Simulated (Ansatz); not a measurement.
Level of theory: Ansatz, DFT PBE, scalar-relativistic, plane waves, PAW. Settings: cutoff 420 eV, Γ-centred meshes spaced at most about 0.3 Å⁻¹, and about 0.25 Å⁻¹ or finer for metals (2π included), Gaussian smearing. No spin polarisation in the final relaxations.

These are static total energies at zero pressure.

Two relaxed structures of Si₂Ge₃:

A.

```
Si Ge
1.0
     3.70155    0.00000    0.00000
    -1.85077    3.20563    0.00000
     0.00000    0.00000   16.23499
Si Ge
4 6
Direct
  0.33333 0.66667 0.64764
  0.33333 0.66667 0.85236
  0.66667 0.33333 0.14764
  0.66667 0.33333 0.35236
  0.33333 0.66667 0.06148
  0.33333 0.66667 0.25000
  0.33333 0.66667 0.43852
  0.66667 0.33333 0.56148
  0.66667 0.33333 0.75000
  0.66667 0.33333 0.93852
```

B.

```
Si Ge
1.0
     1.46605    0.84642   11.91310
    -1.46605    0.84642   11.91310
     0.00000   -1.69285   11.91310
Si Ge
2 3
Cartesian
  0.0000 0.0000 10.9023
  0.0000 0.0000 24.8370
  0.0000 0.0000 32.3758
  0.0000 0.0000 17.8696
  0.0000 0.0000 3.3635
```

Question: Which would you expect to be lower, and how large is the difference?

Answer: A is lower, by 65 meV/atom. A has space group P6_3/mmc (No. 194), 19.3 Å³/atom and no gap on its mesh; B has Si and Ge ordered on fcc sites, space group R-3m (No. 166), 17.7 Å³/atom and no gap. Counting Ge atoms around Si (those within 1.25 times the shortest such distance or 1.15 times the sum of covalent radii; the shortest distance is added where it is long for a bond), A has Si 6 and B has Si 3 from 2.9 Å. The lower one is the more open, so pressure narrows the difference. Even the lower one lies +0.38 eV/atom against the reference forms of the elements (uncorrected), so neither is stable at this level. Both come from invented guesses. A third cell relaxed alike, in P6/mmm, lies 71 meV/atom below the lower of the two.

Cells relaxed within their symmetry can be saddle points.
